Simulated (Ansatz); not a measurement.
Crystal: In.

```
CELL_PARAMETERS angstrom
-1.62547 1.62547 2.47370
1.62547 -1.62547 2.47370
1.62547 1.62547 -2.47370
ATOMIC_POSITIONS crystal
In 0.00000 0.00000 0.00000
```

Base run:

- Program: Ansatz 0.2.0
- Functional: PBEsol
- Potentials or basis: Ansatz PAW
- Cutoff: 420 eV (not typed: the program's choice for these potentials)
- k mesh: 8 × 8 × 8
- Occupations: fermi-dirac, width 0.05 eV
- Spin: spin-orbit coupling, no magnetisation

Its results: band gap on the k mesh none (metal or under the smearing width); pressure -1.1 GPa.

Question: The run is repeated on the same cell with these changes: functional from PBEsol to LDA. What comes out?

Answer: Band gap on the k mesh none (metal or under the smearing width); pressure -2.7 GPa.

LDA binds more tightly than PBEsol, so the same cell stands under less pressure.

Caveats: the PAW data sets come from PBE, with cores solved anew for the run's functional, which leaves a small shift of forces and pressure.
